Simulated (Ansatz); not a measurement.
## Calculated electrostatic potentials at the O nuclei for Ga2O3

Cell: a COD entry whose atoms were relaxed with PBE, the cell held.

Space group C2/m (No. 12); a = 12.2140, b = 3.0371, c = 5.7981 Å, β = 103.83°.

| site | Wyckoff | site symmetry | x | y | z |
| --- | --- | --- | --- | --- | --- |
| Ga1 | 4i | m | 0.0912 | 0.0000 | 0.7953 |
| Ga3 | 4i | m | 0.6595 | 0.0000 | 0.3127 |
| O5 | 4i | m | 0.1690 | 0.0000 | 0.1084 |
| O7 | 4i | m | 0.1722 | 0.0000 | 0.5603 |
| O9 | 4i | m | 0.4967 | 0.0000 | 0.2537 |

One atom of each set is listed; the run and its k-mesh use a cell of 10 atoms with edges of 6.29, 6.29, 5.80 Å.

Level of theory: DFT, r2SCAN, plane waves and PAW, scalar-relativistic, 500 eV cutoff, Γ-centred 10×10×6 k-points, Fermi–Dirac smearing 0.02 eV (Ansatz 0.2.0).

The potential at a nucleus is that of all electrons and the other nuclei. A higher potential binds the core electrons more strongly, so differences between sites of one element are the initial-state part of core-level shifts.

**Question.** Rank the O sites by the potential at the nucleus, lowest first, and give each against the lowest.
A. O5: 3 Ga at 1.84–1.95 Å
B. O7: 4 Ga at 1.87–2.07 Å
C. O9: 3 Ga at 1.84–1.94 Å

**Answer.** A (0.00 V), C (0.26 V), B (0.38 V).
